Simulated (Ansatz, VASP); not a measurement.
# SnO2: VASP beside Ansatz, part 2 of 2

Wanted: the spread between two codes on one cell, functional and k mesh. The cell is taken from a series of runs on this material, whose earlier steps may have relaxed, scaled, displaced or heated it; both programs get it as it stands.

VASP 6.6.1 and Ansatz 0.2.0.

So far: Set-up; Ansatz: single point, HSE06.

### Step 3. VASP: single point, HSE06

Level of this step: HSE06; plane waves and PAW (Sn_d, O) (VASP).

The same cell, functional and mesh now go to VASP, with its own data sets.

Lines of VASP's logs that name or quote its potential files are left out, and so is its time.

The run reads the wave functions of an earlier VASP run, which isn't shown here.

INCAR reads:

```
SYSTEM = SnO2
PREC = Accurate
ENCUT = 520
EDIFF = 1E-06
NELM = 100
ISMEAR = 0
SIGMA = 0.01
LREAL = .FALSE.
ALGO = Normal
LHFCALC = .TRUE.
AEXX = 0.25
GGA = PE
HFSCREEN = 0.208
LASPH = .TRUE.
NBANDS = 64
PRECFOCK = Fast
LORBIT = 11
LWAVE = .FALSE.
LCHARG = .FALSE.
KPAR = 4
NCORE = 4
ISIF = 2
```

POSCAR reads:

```
SnO2
1.0
    4.8772005551      0.0000000000      0.0000000000
    0.0000000000      5.9234395969      0.0000000000
    0.0000000000      0.0000000000      5.4045276775
Sn O
4 8
Direct
    0.5000000000      0.6595226513      0.7500000000
    0.0000000000      0.8404773487      0.2500000000
    0.5000000000      0.3404773487      0.2500000000
    0.0000000000      0.1595226513      0.7500000000
    0.7228814868      0.6140072986      0.0802277506
    0.2228814868      0.8859927014      0.9197722494
    0.7771185132      0.8859927014      0.5802277506
    0.2771185132      0.6140072986      0.4197722494
    0.7228814868      0.3859927014      0.5802277506
    0.2228814868      0.1140072986      0.4197722494
    0.7771185132      0.1140072986      0.0802277506
    0.2771185132      0.3859927014      0.9197722494
```

KPOINTS reads:

```
Automatic mesh
0
Gamma
4 2 4
0 0 0
```

The projector-augmented-wave data sets are Sn_d and O (PBE family, release 64).

The run is started by

```sh
mpirun -np 16 vasp_std
```

Numbers of over 12 decimals in the logs are rounded to 6 here.

Output:

```text
[banner, memory and clock lines left out]
running   16 mpi-ranks, on    1 nodes
 distrk:  each k-point on    4 cores,    4 groups
 distr:  one band on    4 cores,    1 groups

 POSCAR found type information on POSCAR SnO
 POSCAR found :  2 types and      12 ions
 LDA part: xc-table for (Slater+PW92), standard interpolation
 found WAVECAR, reading the header
 POSCAR, INCAR and KPOINTS ok, starting setup
 FFT: planning ... GRIDC
 FFT: planning ... GRID_SOFT
 FFT: planning ... GRID
 reading WAVECAR
 the WAVECAR file was read successfully
 initial charge from wavefunction
 entering main loop
       N       E                     dE             d eps       ncg     rms          rms(c)
DAV:   1    -0.937115134086E+02   -0.93712E+02   -0.23033E+00  2704   0.961E+00    0.183E+00
DAV:   2    -0.937596835677E+02   -0.48170E-01   -0.23388E-01  2824   0.267E+00    0.156E+00
DAV:   3    -0.937498385114E+02    0.98451E-02   -0.22544E-02  3744   0.112E+00    0.105E+00
DAV:   4    -0.937481551506E+02    0.16834E-02   -0.48301E-03  3256   0.388E-01    0.625E-01
DAV:   5    -0.937473786146E+02    0.77654E-03   -0.66703E-04  2656   0.176E-01    0.361E-01
DAV:   6    -0.937471344503E+02    0.24416E-03   -0.21851E-04  2632   0.855E-02    0.210E-01
DAV:   7    -0.937470635987E+02    0.70852E-04   -0.44311E-05  3328   0.487E-02    0.126E-01
DAV:   8    -0.937470432989E+02    0.20300E-04   -0.16359E-05  3024   0.306E-02    0.758E-02
DAV:   9    -0.937470390343E+02    0.42647E-05   -0.67300E-06  2560   0.176E-02    0.455E-02
DAV:  10    -0.937470384744E+02    0.55984E-06   -0.15814E-06  1768   0.901E-03
   1 F= -.93747038E+02 E0= -.93747038E+02  d E =-.789981E-13
```

OUTCAR, selected parts (step 3):

```text
ion  position               nearest neighbor table
   1  0.500  0.660  0.750-   5 2.11   8 2.11   7 2.11   6 2.11   9 2.16  12 2.16   3 3.30   3 3.30

  LATTYP: Found a simple orthorhombic cell.
 ALAT       =     4.8772005551
 B/A-ratio  =     1.1081208608
 C/A-ratio  =     1.2145163050

 Subroutine GETGRP returns: Found  8 space group operations
 (whereof  2 operations were pure point group operations)

The static configuration has the point symmetry S_2 .
 The point group associated with its full space group is D_2h.

 Found     18 irreducible k-points:

   k-points           NKPTS =     18   k-points in BZ     NKDIM =     32   number of bands    NBANDS=     64

   dimension x,y,z NGX =    36 NGY =   48 NGZ =   40
   dimension x,y,z NGXF=    72 NGYF=   96 NGZF=   80

   ENCUT  =  520.0 eV  38.22 Ry    6.18 a.u.   9.07 11.01 10.05*2*pi/ulx,y,z

   NELECT =     104.0000    total number of electrons

 k-points in reciprocal lattice and weights: Automatic mesh
   0.00000000  0.00000000  0.00000000       0.031
   0.25000000  0.00000000  0.00000000       0.062
   0.50000000  0.00000000  0.00000000       0.031
   0.00000000  0.50000000  0.00000000       0.031
   0.25000000  0.50000000  0.00000000       0.062
   0.50000000  0.50000000  0.00000000       0.031
   0.00000000  0.00000000  0.25000000       0.062
   0.25000000  0.00000000  0.25000000       0.125
   0.50000000  0.00000000  0.25000000       0.062
[...]
0.25000000  0.50000000  0.50000000       0.062
   0.50000000  0.50000000  0.50000000       0.031

  exchange ACFDT corr.  =         0.00000000  see jH, gK, PRB 81, 115126

 average (electrostatic) potential at core
       1 -94.7406       2 -94.7406       3 -94.7406       4 -94.7406       5 -62.5957
       6 -62.5957       7 -62.5957       8 -62.5957       9 -62.5957      10 -62.5957
      11 -62.5957      12 -62.5957

 E-fermi :   3.6070

 k-point     1 :       0.0000    0.0000    0.0000
  band No.  band energies     occupation
    ...
     48       3.0503      2.00000
     49       3.1147      2.00000
     50       3.4751      2.00000
     51       3.5040      2.00000
     52       3.5055      2.00000
     53       5.6076      0.00000
     54      10.7028      0.00000
     55      11.0630      0.00000
     56      11.7198      0.00000
     57      11.9052      0.00000
    ...

 k-point     2 :       0.2500    0.0000    0.0000
  band No.  band energies     occupation
    ...
     48       2.9554      2.00000
     49       3.0600      2.00000
     50       3.1778      2.00000
     51       3.4584      2.00000
     52       3.5598      2.00000
     53       7.0319      0.00000
     54       9.8693      0.00000
     55      10.7075      0.00000
     56      10.7267      0.00000
     57      12.7952      0.00000
    ...

 k-point     3 :       0.5000    0.0000    0.0000
  band No.  band energies     occupation
    ...
     48       2.8943      2.00000
     49       3.3202      2.00000
     50       3.3202      2.00000
     51       3.4771      2.00000
     52       3.4772      2.00000
     53       9.0772      0.00000
     54       9.0772      0.00000
     55       9.8865      0.00000
     56       9.8865      0.00000
     57      13.4627      0.00000
    ...

  Total      -15.0747927    -14.6823383    -16.5735083      0.0000000      0.0000000      0.0000000
  in kB     -154.6890627   -150.6619159   -170.0680403      0.0000000      0.0000000      0.0000000
  external PRESSURE =    -158.4730063 kB  Pullay stress =       0.0000000 kB

  energy-cutoff  :      520.00
  volume of cell :      156.14
      direct lattice vectors                 reciprocal lattice vectors
     4.877200555  0.000000000  0.000000000     0.205035653  0.000000000  0.000000000
     0.000000000  5.923439597  0.000000000     0.000000000  0.168820832  0.000000000
     0.000000000  0.000000000  5.404527677     0.000000000  0.000000000  0.185030045

 POSITION                                       TOTAL-FORCE (eV/Angst)
 -----------------------------------------------------------------------------------
      2.43860      3.90664      4.05340         0.000000      0.030487      0.000000
      0.00000      4.97852      1.35113         0.000000     -0.030487      0.000000
      2.43860      2.01680      1.35113         0.000000     -0.030487      0.000000
      0.00000      0.94492      4.05340        -0.000000      0.030487      0.000000
      3.52564      3.63704      0.43359         0.015648      0.072314      0.018102
      1.08704      5.24812      4.97093         0.015648     -0.072314     -0.018102
      3.79016      5.24812      3.13586        -0.015648     -0.072314      0.018102
      1.35156      3.63704      2.26867        -0.015648      0.072314     -0.018102
      3.52564      2.28640      3.13586         0.015648     -0.072314      0.018102
      1.08704      0.67532      2.26867         0.015648      0.072314     -0.018102
      3.79016      0.67532      0.43359        -0.015648      0.072314      0.018102
      1.35156      2.28640      4.97093        -0.015648     -0.072314     -0.018102
 -----------------------------------------------------------------------------------
    total drift:                               -0.000004     -0.000006      0.000018

  FREE ENERGIE OF THE ION-ELECTRON SYSTEM (eV)
  ---------------------------------------------------
  free  energy   TOTEN  =       -93.7470384744 eV

  energy  without entropy=      -93.7470384744  energy(sigma->0) =      -93.74703847

 total charge
# of ion       s       p       d       tot
------------------------------------------
    1        0.845   0.968  10.295  12.109
    2        0.845   0.968  10.295  12.109
    3        0.845   0.968  10.295  12.109
    4        0.845   0.968  10.295  12.109
    5        1.561   3.483   0.000   5.044
    6        1.561   3.483   0.000   5.044
    7        1.561   3.483   0.000   5.044
    8        1.561   3.483   0.000   5.044
    9        1.561   3.483   0.000   5.044
   10        1.561   3.483   0.000   5.044
   11        1.561   3.483   0.000   5.044
   12        1.561   3.483   0.000   5.044
--------------------------------------------------
tot         15.867  31.738  41.180  88.785

[... 3 further parts left out ...]
```

The run ends at a pressure of -15.85 GPa, with forces up to 0.076 eV/Å.

### Step 4. Side by side

Known differences besides the potentials themselves: exact exchange at q = 0 is treated differently, which shows on coarse meshes; VASP keeps PBE cores, Ansatz makes them for the functional; fixed occupations in Ansatz, narrow Gaussian smearing in VASP; the cutoff is 420 eV in Ansatz and 520 eV in VASP; VASP takes a coarser grid for exact exchange (PRECFOCK = Fast). Total energies have different zeros and are not compared.

Compared:

```tsv
quantity	Ansatz	VASP	difference
gap on the k mesh (eV)	2.060	2.048	+0.012
```

A gap on the mesh is an upper bound, since the band edges may lie between its points.

### Step 5. Summary of results

* difference in gap on the k mesh (single point, HSE06): 0.012 eV

The difference in gap on the k mesh is 0.012 eV (single point, HSE06), within the 0.08 eV picked in this series as the mark of a large difference. How closely two codes agree says nothing of how well the functional describes the real material.

[Lines on the potential files, build, host, timing and source positions are cut from VASP's logs without a mark.]

[Logs are printed without paths, hosts, clocks, repeated set-up lines and the standing remarks that a program may print on its own settings, such as how far it seeks lower states.]

[Hosts, paths, dates, database ids (printed as entryN), source tags and the programs' standing remarks are cut or masked in the printed files.]
